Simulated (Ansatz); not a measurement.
The system is TiO2.

```
CELL_PARAMETERS angstrom
4.81270 0.00000 0.00000
0.00000 4.87188 0.00000
-0.86289 0.00000 4.96659
ATOMIC_POSITIONS crystal
Ti 0.27744 0.05281 0.21315
Ti 0.72256 0.55281 0.28685
Ti 0.72256 0.94719 0.78685
Ti 0.27744 0.44719 0.71315
O 0.06384 0.17697 0.85156
O 0.93616 0.67697 0.64844
O 0.93616 0.82303 0.14844
O 0.06384 0.32303 0.35156
O 0.44536 0.75763 0.46677
O 0.55464 0.25763 0.03323
O 0.55464 0.24237 0.53323
O 0.44536 0.74237 0.96677
```

The cell comes from a database or a generator and needn't be the stable form of this composition.

Base run:

* Program: Ansatz 0.2.0
* Functional: LDA
* Potentials or basis: all-electron LAPW, scalar-relativistic
* Cutoff: 408 eV (chosen from the basis error)
* Basis error allowed: 0.002 eV/atom
* k mesh: 6 × 6 × 6
* Occupations: fermi-dirac, width 0.05 eV
* Spin: no spin polarisation

Its results: band gap on the k mesh 2.21 eV, indirect (least direct gap 2.28 eV); pressure -10.4 GPa; largest force 0.169 eV/Å.

**Question.** The run is repeated on the same cell with these changes: functional from LDA to PBEsol. What comes out?

**Answer.** Band gap on the k mesh 2.26 eV, indirect (least direct gap 2.33 eV); pressure -3.8 GPa; largest force 0.150 eV/Å.

PBEsol binds less tightly than LDA, so the same cell stands under more pressure.
